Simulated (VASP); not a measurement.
## Nb under changes of volume

One of the cells (19.300 Å³/atom); the others are scaled copies at fixed shape and fractional positions:

```
Nb
1.0
     0.00000    2.12901    2.12901
     2.12901    0.00000    2.12901
     2.12901    2.12901    0.00000
Nb
1
Direct
  0.00000 0.00000 0.00000
```

This isn't the form of Nb at room conditions, which is bcc.

- Program: VASP 6.6.1
- Functional: PBE
- Potentials or basis: VASP PAW PBE potentials, release 64 (Nb_sv)
- Cutoff: 520 eV
- k mesh: 11 × 11 × 11
- Occupations: fermi-dirac, width 0.05 eV
- Spin: no spin polarisation

```csv
volume (Å³/atom),energy over the lowest point (meV/atom),pressure (GPa)
17.786,23.32,8.8
18.165,7.09,4.8
18.543,0.00,1.2
19.300,?,?
19.679,25.34,-7.8
20.057,46.78,-10.2
```

Problem. What does the run at 19.300 Å³/atom give?

Solution. Energy over the lowest point 9.92 meV/atom; pressure -5.1 GPa.

Worked out: A Birch-Murnaghan fit of order 3 (a polynomial in V^(-2/3)) to the other rows has its minimum at 18.67 Å³/atom with B0 = V·E''(V) = 167 GPa and B' = 4.1. It gives 9.90 meV/atom at 19.300 Å³/atom, against the run's 9.92, and -dE/dV = -5.1 GPa, against -5.1.

Energies are extrapolated to zero smearing.
